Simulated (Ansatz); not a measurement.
# Σ3 (111) boundary in fcc Cu with N (interstitial): structure and resistance

Wanted: what the Σ3 (111) boundary in fcc Cu with N (interstitial) costs an interconnect.

Method: Ansatz plane-wave DFT, PBE, PAW files; relaxation of a bicrystal slab with its lowest layers held; PAW set soft_1, in the first sound run; inputs show where later runs differ, in Ansatz 0.2.0.

## 1. Starting point

The cell holds 21 atoms: 20 Cu and 1 N. Its edges and angles: a = 5.112 Å, b = 2.556 Å, c = 29.784 Å, α = 90.0°, β = 90.0°, γ = 120.0°. It derives from Cu. built on the (1 1 1) plane; 2 overlapping atoms removed and the grains opened by 0 Å. Vacuum lies along c.

## 2. Relaxing the bicrystal

The boundary is built by mirroring the lower grain in the boundary plane and removing any atoms that overlap; then the N is put in at the boundary. A thin bicrystal slab is relaxed first, with the lowest layers held and the upper grain free to shift and open.

File input.yaml:

```yaml
crystal:
  lattice:
    - [5.1123254594, 0.0, 0.0]
    - [-1.2780813649, 2.2137018601, 0.0]
    - [0.0, 0.0, 29.7838831619]
  atoms:
    - { symbol: Cu, position: [0.3333333333, 0.3333333333, 0.1678760279] }
    - { symbol: Cu, position: [0.8333333333, 0.3333333333, 0.1678760279] }
    - { symbol: Cu, position: [0.5, 1.0, 0.2379507766] }
    - { symbol: Cu, position: [1.0, 1.0, 0.2379507766] }
    - { symbol: Cu, position: [0.6666666666, 0.6666666666, 0.3080255254] }
    - { symbol: Cu, position: [0.1666666666, 0.6666666666, 0.3080255254] }
    - { symbol: Cu, position: [0.8333333333, 0.3333333333, 0.3781002741] }
    - { symbol: Cu, position: [0.3333333333, 0.3333333333, 0.3781002741] }
    - { symbol: Cu, position: [0.0, 0.0, 0.4481750228] }
    - { symbol: Cu, position: [0.5, 0.0, 0.4481750228] }
    - { symbol: "N", position: [0.1666666667, 0.6666666667, 0.4145998173] }
    - { symbol: Cu, position: [0.8333333333, 0.3333333333, 0.5182497716] }
    - { symbol: Cu, position: [0.3333333333, 0.3333333333, 0.5182497716] }
    - { symbol: Cu, position: [0.6666666666, 0.6666666666, 0.5883245203] }
    - { symbol: Cu, position: [0.1666666666, 0.6666666666, 0.5883245203] }
    - { symbol: Cu, position: [0.5, 1.0, 0.6583992691] }
    - { symbol: Cu, position: [1.0, 1.0, 0.6583992691] }
    - { symbol: Cu, position: [0.3333333333, 0.3333333333, 0.7284740178] }
    - { symbol: Cu, position: [0.8333333333, 0.3333333333, 0.7284740178] }
    - { symbol: Cu, position: [0.1666666666, 0.6666666666, 0.7985487665] }
    - { symbol: Cu, position: [0.6666666666, 0.6666666666, 0.7985487665] }
kpoints:
  mp_grid: { grid: [10, 10, 1] }
hamiltonian:
  xc: pbe
  pseudopotentials: { kind: paw, azcp: { folder: soft_1 } }
scf:
  occupations: { method: fermi_dirac, width: 0.1 }
relax:
  f_tol: 0.03
  max_steps: 80
  constraints: [{ sites: [0, 1, 2, 3] }]
```

Command:

```bash
> ansatz run input.yaml --threads 4 --pin off --max-ram 15360MiB --backend cpu --events-out ev --progress --plain --runs-dir out
```

Numbers of over 12 decimals in the logs are rounded to 6 here.

The log of the run:

```text
Engine: ansatz 0.2.0, aarch64-unknown-linux-gnu
Pseudopotentials: kind: paw
Pseudopotential: Cu, paw, valence charge 19, recommended cutoff 420 eV (normal), soft_1/Cu.paw.azcp
Pseudopotential: N, paw, valence charge 5, recommended cutoff 420 eV (normal), soft_1/N.paw.azcp
Functional definition: PBE
  parameter kappa = 0.804
  parameter beta = 0.066725
  exchange = pbe_x(kappa = kappa, mu = beta*pi^2/3)
  correlation = pbe_c(beta = beta)
Crystal: 21 atoms, lattice volume = 337.069 Å³
Basis set: ecut = 420 eV, 6665 PW (Γ), exchange–correlation on 72×36×400 points (8 copies of the dense FFT grid, shifted against one another)
Bands: 231, of which v1, the nominal top of the filled ones, is band 193 counted from 1 (192 counted from 0)
Symmetry: 2 space group operations
Space group: Pm (ITA 6), of the structure as read, at distance tolerance 7.0e-5 Å
k-points: 36 of 100 (time reversal used)
Non-local potential: Cu, projectors of the file, l = 0: 3, l = 1: 2, l = 2: 3, l = 3: 1
Non-local potential: N, projectors of the file, l = 0: 2, l = 1: 2, l = 2: 1
PAW form: soft (Blöchl's): semilocal exchange-correlation on the pseudo side does not see the compensation charge
PAW one-centre angular grid: Cu, 590 points (default); XC on 64 Gauss nodes
PAW one-centre angular grid: N, 110 points (default); XC on 64 Gauss nodes
Initial density: superposition of atomic densities (neutral atoms: chi_scale 0, normalization atom)
Initial wavefunctions: pseudopotential atomic-orbital guess
Functional: x = pbe(κ = 0.804, μ = 0.219515), c = pbe(β = 0.066725)
SCF iter   1: F=—  HF=-132903.304408 eV  |F-HF|=—  |Δ(HF+E_count)|=         —  Δρ=2.34e-1  dr2=1.18e2  ethr=3.10e-3  ⟨swp⟩=5.8  Hψ=29868  notcnv=0  defer=398
preconditioner: auto → LDOS  [metal: Δε(μ)=0.005 eV  Ē_g=8.788 eV  σ=0.100 eV  W_gap=0.01  n_scr=98 (ndim 8)  ℏωp=30.3 eV  f_vac=0.285  D(μ)=10.90/eV (n_scr^D=60)  β→1.0]
SCF iter   2: F=—  HF=-133000.036583 eV  |F-HF|=—  |Δ(HF+E_count)|=    9.67e1  Δρ=4.37e-1  dr2=3.72e2  ethr=3.10e-3  ⟨swp⟩=4.0  Hψ=26179  notcnv=0  defer=826  recentre
SCF iter   3: F=—  HF=-132884.402831 eV  |F-HF|=—  |Δ(HF+E_count)|=    1.16e2  Δρ=7.83e-2  dr2=1.34e1  ethr=3.10e-3  ⟨swp⟩=4.0  Hψ=23441  notcnv=0  defer=921
SCF iter   4: F=—  HF=-132882.514038 eV  |F-HF|=—  |Δ(HF+E_count)|=    1.89e0  Δρ=3.63e-2  dr2=4.04e0  ethr=3.10e-3  ⟨swp⟩=2.5  Hψ=13847  notcnv=0  defer=829
SCF iter   5: F=—  HF=-132882.084894 eV  |F-HF|=—  |Δ(HF+E_count)|=   4.29e-1  Δρ=6.85e-3  dr2=3.08e-1  ethr=1.05e-3  ⟨swp⟩=2.0  Hψ=13833  notcnv=0  defer=856
SCF iter   6: F=—  HF=-132882.101752 eV  |F-HF|=—  |Δ(HF+E_count)|=   1.69e-2  Δρ=6.12e-3  dr2=1.88e-1  ethr=7.99e-5  ⟨swp⟩=2.1  Hψ=11437  notcnv=0  defer=856
SCF iter   7: F=—  HF=-132882.099412 eV  |F-HF|=—  |Δ(HF+E_count)|=   2.34e-3  Δρ=2.44e-3  dr2=2.14e-2  ethr=4.88e-5  ⟨swp⟩=2.0  Hψ=10720  notcnv=0  defer=856
SCF iter   8: F=—  HF=-132882.098337 eV  |F-HF|=—  |Δ(HF+E_count)|=   1.08e-3  Δρ=6.06e-4  dr2=1.75e-3  ethr=5.55e-6  ⟨swp⟩=2.0  Hψ=11943  notcnv=0  defer=856
SCF iter   9: F=—  HF=-132882.098526 eV  |F-HF|=—  |Δ(HF+E_count)|=   1.89e-4  Δρ=3.48e-4  dr2=5.04e-4  ethr=4.55e-7  ⟨swp⟩=2.0  Hψ=11606  notcnv=0  defer=856
SCF iter  10: F=—  HF=-132882.098573 eV  |F-HF|=—  |Δ(HF+E_count)|=   4.69e-5  Δρ=1.38e-4  dr2=1.42e-4  ethr=1.31e-7  ⟨swp⟩=2.2  Hψ=10391  notcnv=0  defer=856
SCF iter  11: F=—  HF=-132882.098599 eV  |F-HF|=—  |Δ(HF+E_count)|=   2.64e-5  Δρ=9.84e-5  dr2=3.84e-5  ethr=3.70e-8  ⟨swp⟩=2.0  Hψ=10681  notcnv=0  defer=856
SCF iter  12: F=-132882.098600 eV  HF=-132882.098601 eV  |F-HF|=1.43e-6  |Δ(HF+E_count)|=   1.87e-6  Δρ=4.00e-5  dr2=4.44e-6  ethr=5.84e-9  ⟨swp⟩=4.0  Hψ=25611  notcnv=0
SCF 1 converged in 12 iterations: F = -132882.098600 eV  dr2 = 4.44e-6
  greatest PAW one-centre occupation: 1.000 electrons in one spin orbital (limit 2), on the Cu atom at site 20 (counted from 0), in its partial waves of l = 0
relax step   1: F+E_penalty+E_count = -132882.09859960 eV  Δ(F+E_penalty+E_count) = +0.000e0 eV  max|allowed force component| = 3.912e0 eV/Å  Δτ_max = 0.0000 Å  (12 SCF iters, dr2 threshold 2.25e-5 eV, accepted)
Initial density: handed on by an earlier stage of this run
Initial wavefunctions: those handed on with the density
iter 1 solved again at ethr=4.40e-4 eV; its pass at ethr=3.10e-3 eV (dr2=1.69e0 eV) is discarded
SCF iter   1: F=—  HF=-132883.228360 eV  |F-HF|=—  |Δ(HF+E_count)|=         —  Δρ=2.45e-2  dr2=1.68e0  ethr=4.40e-4  ⟨swp⟩=1.7  Hψ=32385  notcnv=0  defer=617
preconditioner: auto → LDOS  [metal: Δε(μ)=0.018 eV  Ē_g=9.546 eV  σ=0.100 eV  W_gap=0.04  n_scr=98 (ndim 8)  ℏωp=30.3 eV  f_vac=0.280  D(μ)=7.78/eV (n_scr^D=44)  β→1.0]
SCF iter   2: F=—  HF=-132883.156878 eV  |F-HF|=—  |Δ(HF+E_count)|=   7.15e-2  Δρ=2.58e-2  dr2=1.37e0  ethr=4.36e-4  ⟨swp⟩=2.1  Hψ=14197  notcnv=0  defer=617
SCF iter   3: F=—  HF=-132883.088992 eV  |F-HF|=—  |Δ(HF+E_count)|=   6.79e-2  Δρ=2.50e-2  dr2=1.54e0  ethr=3.56e-4  ⟨swp⟩=2.1  Hψ=16741  notcnv=0  defer=865
SCF iter   4: F=—  HF=-132882.901551 eV  |F-HF|=—  |Δ(HF+E_count)|=   1.87e-1  Δρ=1.15e-2  dr2=2.68e-1  ethr=3.56e-4  ⟨swp⟩=2.0  Hψ=11078  notcnv=0  defer=865
SCF iter   5: F=—  HF=-132882.843970 eV  |F-HF|=—  |Δ(HF+E_count)|=   5.76e-2  Δρ=2.50e-3  dr2=1.17e-2  ethr=6.95e-5  ⟨swp⟩=2.0  Hψ=10993  notcnv=0  defer=865
SCF iter   6: F=—  HF=-132882.840496 eV  |F-HF|=—  |Δ(HF+E_count)|=   3.47e-3  Δρ=7.32e-4  dr2=2.90e-3  ethr=3.05e-6  ⟨swp⟩=2.1  Hψ=15593  notcnv=0  defer=859
SCF iter   7: F=—  HF=-132882.840444 eV  |F-HF|=—  |Δ(HF+E_count)|=   5.18e-5  Δρ=5.06e-4  dr2=1.45e-3  ethr=7.54e-7  ⟨swp⟩=2.0  Hψ=11197  notcnv=0  defer=859
SCF iter   8: F=—  HF=-132882.840380 eV  |F-HF|=—  |Δ(HF+E_count)|=   6.32e-5  Δρ=2.92e-4  dr2=3.99e-4  ethr=3.76e-7  ⟨swp⟩=2.0  Hψ=10025  notcnv=0  defer=859
SCF iter   9: F=-132882.840336 eV  HF=-132882.840350 eV  |F-HF|=1.48e-5  |Δ(HF+E_count)|=   3.00e-5  Δρ=5.15e-5  dr2=2.20e-5  ethr=2.60e-8  ⟨swp⟩=3.0  Hψ=30235  notcnv=0
SCF 2 converged in 9 iterations: F = -132882.840336 eV  dr2 = 2.20e-5
relax step   2: F+E_penalty+E_count = -132882.84033568 eV  Δ(F+E_penalty+E_count) = -7.417e-1 eV  max|allowed force component| = 2.657e0 eV/Å  Δτ_max = 0.1468 Å  (9 SCF iters, dr2 threshold 1.00e-4 eV, accepted)
iter 1 solved again at ethr=4.07e-4 eV; its pass at ethr=3.10e-3 eV (dr2=1.57e0 eV) is discarded
SCF iter   1: F=—  HF=-132883.895138 eV  |F-HF|=—  |Δ(HF+E_count)|=         —  Δρ=2.46e-2  dr2=1.56e0  ethr=4.07e-4  ⟨swp⟩=1.5  Hψ=30455  notcnv=0  defer=821
preconditioner: auto → LDOS  [metal: Δε(μ)=0.023 eV  Ē_g=9.481 eV  σ=0.100 eV  W_gap=0.06  n_scr=98 (ndim 8)  ℏωp=30.3 eV  f_vac=0.277  D(μ)=7.65/eV (n_scr^D=44)  β→1.0]
[...]
SCF iter   5: F=—  HF=-132883.518407 eV  |F-HF|=—  |Δ(HF+E_count)|=   4.82e-2  Δρ=2.50e-3  dr2=1.25e-2  ethr=5.60e-5  ⟨swp⟩=2.0  Hψ=10776  notcnv=0  defer=856
SCF iter   6: F=—  HF=-132883.515051 eV  |F-HF|=—  |Δ(HF+E_count)|=   3.36e-3  Δρ=5.04e-4  dr2=1.42e-3  ethr=3.24e-6  ⟨swp⟩=2.1  Hψ=14496  notcnv=0  defer=855
SCF iter   7: F=—  HF=-132883.515463 eV  |F-HF|=—  |Δ(HF+E_count)|=   4.12e-4  Δρ=8.60e-4  dr2=2.12e-3  ethr=3.70e-7  ⟨swp⟩=2.1  Hψ=15143  notcnv=0  defer=855
SCF iter   8: F=—  HF=-132883.515263 eV  |F-HF|=—  |Δ(HF+E_count)|=   2.00e-4  Δρ=4.24e-4  dr2=5.66e-4  ethr=3.70e-7  ⟨swp⟩=2.0  Hψ=11104  notcnv=0  defer=855
SCF iter   9: F=-132883.515172 eV  HF=-132883.515188 eV  |F-HF|=1.54e-5  |Δ(HF+E_count)|=   7.50e-5  Δρ=6.40e-5  dr2=2.81e-5  ethr=2.60e-8  ⟨swp⟩=3.0  Hψ=30612  notcnv=0
SCF 3 converged in 9 iterations: F = -132883.515172 eV  dr2 = 2.81e-5
  greatest PAW one-centre occupation: 1.000 electrons in one spin orbital (limit 2), on the Cu atom at site 0 (counted from 0), in its partial waves of l = 0
relax step   3: F+E_penalty+E_count = -132883.51517223 eV  Δ(F+E_penalty+E_count) = -6.748e-1 eV  max|allowed force component| = 6.389e-1 eV/Å  Δτ_max = 0.1911 Å  (9 SCF iters, dr2 threshold 1.00e-4 eV, accepted)
[...]
relax step   4: F+E_penalty+E_count = -132883.60603911 eV  Δ(F+E_penalty+E_count) = -9.087e-2 eV  max|allowed force component| = 4.064e-1 eV/Å  Δτ_max = 0.2000 Å  (10 SCF iters, dr2 threshold 2.55e-5 eV, accepted)
[...]
relax step   5: F+E_penalty+E_count = -132883.65673181 eV  Δ(F+E_penalty+E_count) = -5.069e-2 eV  max|allowed force component| = 7.820e-2 eV/Å  Δτ_max = 0.1567 Å  (10 SCF iters, dr2 threshold 1.03e-5 eV, accepted)
[...]
relax step   6: F+E_penalty+E_count = -132883.66173839 eV  Δ(F+E_penalty+E_count) = -5.007e-3 eV  max|allowed force component| = 4.255e-2 eV/Å  Δτ_max = 0.0635 Å  (11 SCF iters, accepted)
[...]
relax step   7: F+E_penalty+E_count = -132883.66262237 eV  Δ(F+E_penalty+E_count) = -8.840e-4 eV  max|allowed force component| = 1.856e-2 eV/Å  Δτ_max = 0.0314 Å  (10 SCF iters, accepted)
[...]
relax step   8: F+E_penalty+E_count = -132883.66332409 eV  Δ(F+E_penalty+E_count) = -7.017e-4 eV  max|allowed force component| = 9.326e-3 eV/Å  Δτ_max = 0.0462 Å  (9 SCF iters, accepted)
SCF iter   1: F=—  HF=-132883.681759 eV  |F-HF|=—  |Δ(HF+E_count)|=         —  Δρ=4.63e-3  dr2=4.32e-2  ethr=1.24e-4  ⟨swp⟩=4.3  Hψ=17110  notcnv=0  defer=847
preconditioner: auto → LDOS  [metal: Δε(μ)=0.008 eV  Ē_g=9.377 eV  σ=0.100 eV  W_gap=0.02  n_scr=98 (ndim 8)  ℏωp=30.3 eV  f_vac=0.263  D(μ)=7.84/eV (n_scr^D=48)  β→1.0]
SCF iter   2: F=—  HF=-132883.665812 eV  |F-HF|=—  |Δ(HF+E_count)|=   1.59e-2  Δρ=1.40e-3  dr2=6.39e-3  ethr=1.12e-5  ⟨swp⟩=2.2  Hψ=16035  notcnv=0  defer=847
SCF iter   3: F=—  HF=-132883.664215 eV  |F-HF|=—  |Δ(HF+E_count)|=   1.60e-3  Δρ=9.97e-4  dr2=1.87e-3  ethr=1.66e-6  ⟨swp⟩=2.8  Hψ=13884  notcnv=0  defer=847
SCF iter   4: F=—  HF=-132883.663818 eV  |F-HF|=—  |Δ(HF+E_count)|=   3.97e-4  Δρ=2.49e-4  dr2=2.18e-4  ethr=4.85e-7  ⟨swp⟩=2.4  Hψ=12964  notcnv=0  defer=847
SCF iter   5: F=—  HF=-132883.663836 eV  |F-HF|=—  |Δ(HF+E_count)|=   1.79e-5  Δρ=1.16e-4  dr2=2.85e-5  ethr=5.67e-8  ⟨swp⟩=2.3  Hψ=11344  notcnv=0  defer=847
SCF iter   6: F=—  HF=-132883.663622 eV  |F-HF|=—  |Δ(HF+E_count)|=   2.14e-4  Δρ=3.72e-5  dr2=3.02e-6  ethr=7.40e-9  ⟨swp⟩=2.0  Hψ=13505  notcnv=0  defer=847
SCF iter   7: F=—  HF=-132883.663621 eV  |F-HF|=—  |Δ(HF+E_count)|=   2.83e-7  Δρ=1.46e-5  dr2=5.01e-7  ethr=7.84e-10  ⟨swp⟩=2.6  Hψ=13056  notcnv=0  defer=847
SCF iter   8: F=—  HF=-132883.663621 eV  |F-HF|=—  |Δ(HF+E_count)|=   9.78e-8  Δρ=5.47e-6  dr2=1.65e-7  ethr=2.60e-11  ⟨swp⟩=4.8  Hψ=27028  notcnv=0
SCF iter   9: F=-132883.663621 eV  HF=-132883.663621 eV  |F-HF|=8.41e-8  |Δ(HF+E_count)|=   3.52e-9  Δρ=2.11e-6  dr2=9.41e-8  ethr=2.60e-11  ⟨swp⟩=3.4  Hψ=19923  notcnv=0
SCF 9 converged in 9 iterations: F = -132883.663621 eV  dr2 = 9.41e-8
relax step   9: F+E_penalty+E_count = -132883.66362130 eV  Δ(F+E_penalty+E_count) = -2.972e-4 eV  max|allowed force component| = 1.604e-2 eV/Å  Δτ_max = 0.0364 Å  (9 SCF iters, accepted)
SCF converged after 9 iterations
Free energy (F): -132883.663621 eV
Harris-Foulkes:  -132883.663621 eV  (|F-HF|=8.41e-8)
Internal energy: -132883.411070 eV  (E = F + TS)
E sigma→0 (E₀):  -132883.537345 eV
Entropy (-TS):   -0.252552 eV (-12.026 meV/atom)
Fermi energy:    10.380716 eV
--- Per-component energies (eV) ---
  E_band       = -9596.730303
  E_kinetic    = 5354.456180
  E_local      = -537789.831282  (includes V_loc(G=0)·N_el)
  E_nonlocal   = 17845.225150
  E_hartree    = 260849.749596
  E_xc         = -1433.532356
  E_vxc        = -1849.243685  (∫ρ·V_xc dr)
  E_paw        = -36432.753434  (= ΣΔE_a)
  E_vpaw       = -14856.820163  (= ΣTr[D̂ρ^β])
  E_aug_tail   = 0.020541  (compensation charges beyond the density's cutoff)
  E_ewald      = 158723.254535
  E_smearing   = -0.252552  (= −TS)
  E_closure    = 0.000000  (closes the sum)
  Σ components = -132883.663621   (vs F -132883.663621, Δ=0.00e0)
--- Forces (eV/Å), atoms counted from 1 ---
  atom   1  Cu     0.01811425     0.01045827     0.02546065
  atom   2  Cu    -0.01772640    -0.01023434     0.02188077
  atom   3  Cu     0.01778043     0.01026553    -0.02927105
  atom   4  Cu    -0.01422691    -0.00821391    -0.00447489
  atom   5  Cu    -0.00063796    -0.00036833    -0.00166218
  atom   6  Cu    -0.00020717    -0.00011961     0.00053409
  atom   7  Cu     0.00053663     0.00030982     0.00419079
  atom   8  Cu     0.00883362     0.00510009     0.00012515
  atom   9  Cu     0.00335415     0.00193652     0.00175175
  atom  10  Cu    -0.00937437    -0.00541229     0.00577317
  atom  11  N     -0.00830695    -0.00479602    -0.01603923
  atom  12  Cu     0.00165461     0.00095529    -0.00232140
  atom  13  Cu     0.00259335     0.00149727     0.00097987
  atom  14  Cu    -0.00006303    -0.00003639    -0.00181773
  atom  15  Cu    -0.00064939    -0.00037492     0.00060091
  atom  16  Cu     0.00001737     0.00001003    -0.00202990
  atom  17  Cu    -0.00052798    -0.00030483    -0.00040223
  atom  18  Cu    -0.00011255    -0.00006498    -0.00100722
  atom  19  Cu    -0.00040235    -0.00023230     0.00029284
  atom  20  Cu    -0.00032501    -0.00018765    -0.00156341
  atom  21  Cu    -0.00060346    -0.00034841    -0.00100850
  max |Σ_I F_I| component: 2.79e-4 eV/Å
--- Relaxed structure (9 steps of the walk, 9 accepted, 0 SCFs on fresh bases) ---
  F+E_penalty+E_count = -132883.66362130 eV   max|allowed force component| = 1.604e-2 eV/Å
  atoms:
    - { symbol: Cu, position: [0.3333333333, 0.3333333333, 0.1678760279] }
    - { symbol: Cu, position: [0.8333333333, 0.3333333333, 0.1678760279] }
    - { symbol: Cu, position: [0.5, 1.000000, 0.237951] }
    - { symbol: Cu, position: [1.0, 1.000000, 0.237951] }
    - { symbol: Cu, position: [0.668010, 0.668010, 0.308469] }
    - { symbol: Cu, position: [0.170375, 0.670375, 0.307722] }
    - { symbol: Cu, position: [0.831368, 0.331368, 0.378136] }
    - { symbol: Cu, position: [0.345231, 0.345231, 0.380092] }
    - { symbol: Cu, position: [-0.055528, -0.055528, 0.467083] }
    - { symbol: Cu, position: [0.462652, -0.037348, 0.468971] }
    - { symbol: N, position: [0.143715, 0.643715, 0.424257] }
    - { symbol: Cu, position: [0.787429, 0.287429, 0.538304] }
    - { symbol: Cu, position: [0.288264, 0.288264, 0.539606] }
    - { symbol: Cu, position: [0.620757, 0.620757, 0.609516] }
    - { symbol: Cu, position: [0.119165, 0.619165, 0.609270] }
    - { symbol: Cu, position: [0.451933, 0.951933, 0.679759] }
    - { symbol: Cu, position: [0.952664, 0.952664, 0.679769] }
    - { symbol: Cu, position: [0.284759, 0.284759, 0.749966] }
    - { symbol: Cu, position: [0.784750, 0.284750, 0.749885] }
    - { symbol: Cu, position: [0.118738, 0.618738, 0.819854] }
    - { symbol: Cu, position: [0.618326, 0.618326, 0.819858] }
```

Run time: 19 min. Hardware: 4 threads of Arm Neoverse V1, shared host; peak memory 2.9 GiB; 75 min of CPU time.

This run has no spin polarisation although its electron count is odd.

The steps of the relaxation:

```csv
step,energy less that of the first step (eV),largest force component (eV/Å)
1,0.0000,3.9121
2,-0.7417,2.6573
3,-1.4166,0.6389
4,-1.5074,0.4064
5,-1.5581,0.0782
6,-1.5631,0.0425
7,-1.5640,0.0186
8,-1.5647,0.0093
9,-1.5650,0.0160
```

Forces are held to the 2 operations that the run works with; a distortion that breaks them can't arise in this run.

The atoms that moved most (Å):

```csv
atom,dx,dy,dz,length
Cu18,-0.186,-0.108,0.640,0.675
Cu19,-0.186,-0.108,0.638,0.673
Cu16,-0.184,-0.106,0.636,0.671
Cu17,-0.181,-0.105,0.636,0.670
Cu21,-0.185,-0.107,0.635,0.670
Cu20,-0.184,-0.106,0.635,0.669
Cu13,-0.173,-0.100,0.636,0.667
Cu14,-0.176,-0.102,0.631,0.663
```

Numbers from this step:

```yaml
free_energy: -132883.6636 eV
energy_at_zero_smearing: -132883.5373 eV
fermi_energy: 10.38 eV
```

The largest force component on a free atom ends at 0.016 eV/Å, under the tolerance of 0.03, after 9 steps.

[end of part 1 of 2]

[Logs are printed without paths, hosts, clocks, repeated set-up lines and the standing remarks that a program may print on its own settings, such as how far it seeks lower states.]

[Hosts, paths, dates, database ids (printed as entryN), source tags and the programs' standing remarks are cut or masked in the printed files.]
